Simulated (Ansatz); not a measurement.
The system is GaN.

```
Ga N
1.0
     0.00000    2.25350    2.25350
     2.25350    0.00000    2.25350
     2.25350    2.25350    0.00000
Ga N
1 1
Direct
  0.00000 0.00000 0.00000
  0.25000 0.25000 0.25000
```

The cell is a database's computed one.

Program: Ansatz 0.2.0. Alike in all runs: no spin polarisation; cell as given; k mesh 10 × 10 × 10. Hardware: 2 threads of AMD EPYC 7B13 (Zen 3) (shared host).

Order these runs on this cell by their wall time, lowest first.
A. task band structure; level PBEsol; potentials or basis PseudoDojo standard (PBEsol files); cutoff (eV) 1143; smearing fermi-dirac 0.05 eV; points for each segment of the path 14
B. task Born charges and dielectric tensor; level LDA; potentials or basis Ansatz PAW; cutoff (eV) 420; smearing fixed
C. task single point; level PBE; potentials or basis Ansatz PAW; cutoff (eV) 800; smearing fermi-dirac 0.05 eV

C (1.5 s), A (4.4 s), B (17 s).
